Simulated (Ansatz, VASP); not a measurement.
Mg in VASP and in Ansatz

```
CELL_PARAMETERS angstrom
3.13250 0.00000 0.00000
-1.56625 2.71283 0.00000
0.00000 0.00000 5.08489
ATOMIC_POSITIONS crystal
Mg 0.33333 0.66667 0.25000
Mg 0.66667 0.33333 0.75000
```

Alike in both runs: task single point; functional LDA; k mesh 12 × 12 × 6; occupations gaussian, width 0.6 eV; no spin polarisation.

|  | VASP | Ansatz |
| --- | --- | --- |
| version | VASP 6.6.1 | Ansatz 0.2.0 |
| potentials or method | VASP PAW LDA potentials, release 64 (Mg) | plane waves (420 eV) with PAW, scalar-relativistic |
| plane-wave cutoff (eV) | 520 | 420 |
| valence electrons in the cell | 4 | 20 |

```tsv
	VASP	Ansatz	Ansatz less VASP
pressure (GPa)	-0.1	0.2	+0.33
largest component of the traceless stress (GPa)	0.17	0.17	-0.002
```

The two sets of potentials don't hold the same shells in valence. Ansatz warned: «pseudo_functional_mismatch».
